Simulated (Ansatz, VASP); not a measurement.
# P: VASP beside Ansatz

INCAR

```
PREC = Accurate
ENCUT = 520
EDIFF = 1E-6
ISMEAR = 0
SIGMA = 0.05
LREAL = False
LASPH = True
NELM = 80
ALGO = Normal
ISIF = 2
LWAVE = False
LCHARG = True
GGA = PS
LELF = True
LVHAR = True
NBANDS = 30
```

KPOINTS

```
Automatic mesh
0
Gamma
  4 4 5
```

POSCAR

```
P
1.0
    4.8279678941     -4.2924736644      0.0000000000
    4.8279678941      4.2924736644      0.0000000000
   -0.0237225834      0.0000000000      5.5806204931
P
8
Cartesian
    6.2453657466     -1.0909254426      1.4146071015
    3.3868474582     -1.0909254426      4.1660133916
    3.3868474582      1.0909254426      4.1660133916
    6.2453657466      1.0909254426      1.4146071015
    2.7420118859      0.0000000000      2.3885932426
    6.8902013189      0.0000000000      3.1920272505
    1.4958401279      0.0000000000      4.1797603015
    8.1363730769      0.0000000000      1.4008601916
```

File input.yaml:

```yaml
crystal:
  lattice:
    - [4.8279678941, -4.2924736644, 0.0]
    - [4.8279678941, 4.2924736644, 0.0]
    - [-0.0237225834, 0.0, 5.5806204931]
  atoms:
    - { symbol: P, position: [0.77448729, 0.52033886, 0.25348563] }
    - { symbol: P, position: [0.47966114, 0.22551271, 0.74651437] }
    - { symbol: P, position: [0.22551271, 0.47966114, 0.74651437] }
    - { symbol: P, position: [0.52033886, 0.77448729, 0.25348563] }
    - { symbol: P, position: [0.28502318, 0.28502318, 0.42801571] }
    - { symbol: P, position: [0.71497682, 0.71497682, 0.57198429] }
    - { symbol: P, position: [0.15675413, 0.15675413, 0.7489777] }
    - { symbol: P, position: [0.84324587, 0.84324587, 0.2510223] }
hamiltonian:
  xc: pbesol
  pseudopotentials: { kind: paw }
kpoints:
  mp_grid: { grid: [4, 4, 5] }
scf:
  occupations: { method: gaussian, width: 0.05 }
output:
  forces: true
  stress: true
  eigenvalues: true
  write_density: true
  write_potential: true
  elf: true
  volumetric_format: npy
```

This isn't the form of P at room conditions, which is orthorhombic.

Alike in both runs: task single point; functional PBEsol; k mesh 4 × 4 × 5; occupations gaussian, width 0.05 eV; no spin polarisation.

```csv
,VASP,Ansatz
version,VASP 6.6.1,Ansatz 0.2.0
potentials or method,"VASP PAW PBE potentials, release 64 (P)",Ansatz PAW
plane-wave cutoff (eV),520,420
valence electrons in the cell,40,40
```

VASP gave:

```
gap on the k mesh at the Fermi level (eV) : 3.09
least direct gap on the mesh (eV)         : 3.42
pressure (GPa)                            : 0.5
rms of the force components (eV/Å)        : 0.266
```

Problem. Estimate Ansatz's values.

Solution. gap on the k mesh at the Fermi level (eV): 3.10; least direct gap on the mesh (eV): 3.41; pressure (GPa): 0.7; rms of the force components (eV/Å): 0.318.

Atom by atom the forces differ by 0.052 eV/Å (rms over components).

Caveats: the PAW data sets were made with another functional, which shifts forces and pressure a little (VASP); an odd mesh through Γ misses points on the zone boundary, where band edges often lie (VASP); odd divisions of the mesh miss points on the zone boundary, where band edges often lie, so the gap on the mesh can be too wide (Ansatz); the PAW data sets come from PBE, with cores solved anew for the run's functional, which leaves a small shift of forces and pressure (Ansatz). As with any semilocal functional, this PBEsol gap is likely too small.
